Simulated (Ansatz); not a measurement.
## Ta: energy along a strain

Ta, Im-3m, a = 3.303 Å (as given, not relaxed at this level: 3.1 GPa). Ansatz: PBE, PAW, 420 eV, Γ-centred 20×20×20 mesh on 1 atom, Gaussian smearing 0.15 eV; no spin polarisation. Cell vectors (Å): -1.651 1.651 1.651; 1.651 -1.651 1.651; 1.651 1.651 -1.651. The cell is strained by x per cent times the pattern (1 -1 0 0 0 0) in the order xx yy zz yz xz xy (engineering shears), with fractional coordinates held. y is the free energy over the start, V0 = 18.010 Å³/atom. Symmetry makes y even in x.

```tsv
x (%)	y (meV/atom)
-4.00	?
-2.00	5.54
0.00	0.00
0.50	0.36
1.00	1.43
1.50	3.17
2.50	8.52
3.00	12.05
3.50	16.11
```

Fit y = c2 x² + c4 x⁴ to the other rows, get the stiffness along the pattern, and predict the missing energy.

Least squares on the rows shown. y = 1.4172 x² − 0.0084224 x⁴. The clamped-ion stiffness p·C·p = 2 × 14.17 eV × 160.2 / 18.010 Å³ = 252 GPa (second derivative at the start, which stands under stress). At x = -4.00 the fit asked for gives 20.52 meV/atom. The run gave 20.67 meV/atom, so the fit is 0.15 meV/atom too low, 0.73 % of the span of the series, against an rms of 0.02 meV/atom on the fitted rows. The row lies outside the fitted range. With a term in x⁶ added, a fit to the same known rows predicts 20.74 meV/atom, a smaller miss on the other side.

Spin–orbit coupling is left out, which can shift energies with elements as heavy as these.

The energy rises at every strain computed, so bcc Ta resists this shear, but the rise falls progressively below a parabola. Because the pattern stretches one cube axis and compresses another, it probes the tetragonal shear constant, with 252 GPa corresponding to 2(C11 − C12), not to a single elastic constant. The resistance comes largely from directional d bonding: in a group 5 metal the band filling favours bcc by occupying mainly bonding states below the pseudogap. The softening probably reflects d states shifting and splitting as the cubic symmetry is lost, which partly offsets the cost of distorting the bonds.

The stiffness is somewhat above what is measured for Ta. Compression at the fixed lattice constant probably accounts for part of the excess, both by strengthening the d overlap and through the second-order volume change of this strain. The underestimate at -4.00 % suggests that higher-order terms begin to counter the quartic softening, so the negative quartic coefficient is no evidence of a lattice instability at larger strain.
